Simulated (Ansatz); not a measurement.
## Ta, one cell by several methods

```
CELL_PARAMETERS angstrom
0.00000 2.11000 2.11000
2.11000 0.00000 2.11000
2.11000 2.11000 0.00000
ATOMIC_POSITIONS crystal
Ta 0.00000 0.00000 0.00000
```

The cell is COD entry 1534932, as deposited and not checked against the literature; nothing was relaxed.

Spin–orbit coupling is left out, though it moves levels of the heavy atoms by tenths of an eV or more.

All numbers are computed: DFT, PBE, PAW with Ansatz's default frozen-core files, scalar-relativistic (Ansatz 0.2.0); DFT, PBE, all-electron PAW with datasets made for the crystal, scalar-relativistic (Ansatz 0.2.0); DFT, PBE, all-electron LAPW, scalar-relativistic (Ansatz 0.2.0).

For PAW: a Γ-centred 15×15×15 k mesh, Fermi–Dirac smearing of 0.08 eV, cutoff 420 eV, no spin polarisation. The crystal-made all-electron datasets (AE datasets) take a cutoff of 240 eV at this cell. LAPW targets a basis error of 0.5 meV/atom. The Ansatz runs share mesh, smearing and spin set-up. Plane-wave (PAW) pressures include the program's estimate of the Pulay term.

Stress and pressure are positive in compression.

Levels count from the Fermi level.

```
                      quantity     PAW  AE datasets    LAPW
                pressure (GPa)    0.56         0.57    0.57
highest filled level at Γ (eV)  -8.112       -8.115  -8.115
  lowest empty level at Γ (eV)   0.447        0.444   0.444
highest filled level at X (eV)  -3.340       -3.340  -3.340
  lowest empty level at X (eV)   2.881        2.883   2.883
```

PAW's pressure differs from the LAPW value by about 0.01 GPa or less.
